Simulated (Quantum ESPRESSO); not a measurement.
MgB2: zone-centre phonons under several settings

```xyz
3
Lattice="3.0850 0.0000 0.0000 -1.5425 2.6717 0.0000 0.0000 0.0000 3.5230" Properties=species:S:1:pos:R:3 pbc="T T T"
Mg    0.0000    0.0000    0.0000
B     1.5425    0.8906    1.7615
B     0.0000    1.7811    1.7615
```

All runs used Quantum ESPRESSO 7.5; potentials GBRV 1.5 PBE; k mesh 10 × 10 × 8; no spin polarisation; cutoff 612 eV; occupations cold, width 0.2 eV.

| level | geometry | volume (Å³/atom) | pressure (GPa) | lowest optical mode without the field (cm⁻¹) | highest optical mode without the field (cm⁻¹) |
| --- | --- | --- | --- | --- | --- |
| PBE | relaxed at -3 GPa | ? | -3.0 | ? | ? |
| PBE | relaxed at 0 GPa | 9.60 | 0.0 | 335 | 695 |
| PBE | relaxed at 3 GPa | 9.41 | 3.0 | 348 | 705 |
| PBE | relaxed at 8 GPa | 9.12 | 8.0 | 367 | 719 |
| PBE | relaxed at 15 GPa | 8.78 | 15.0 | 392 | 737 |

**Question.** What stands in the row left open?

**Answer.** Volume 9.81 Å³/atom; lowest optical mode without the field 321 cm⁻¹; highest optical mode without the field 685 cm⁻¹.

Caveats: the mesh is thin for the phonons of a metal; the cell is more than 3 GPa from zero pressure, which shifts response properties (some runs).

For the row left open. Caveat: the mesh is thin for the phonons of a metal; the cell is more than 3 GPa from zero pressure, which shifts response properties.
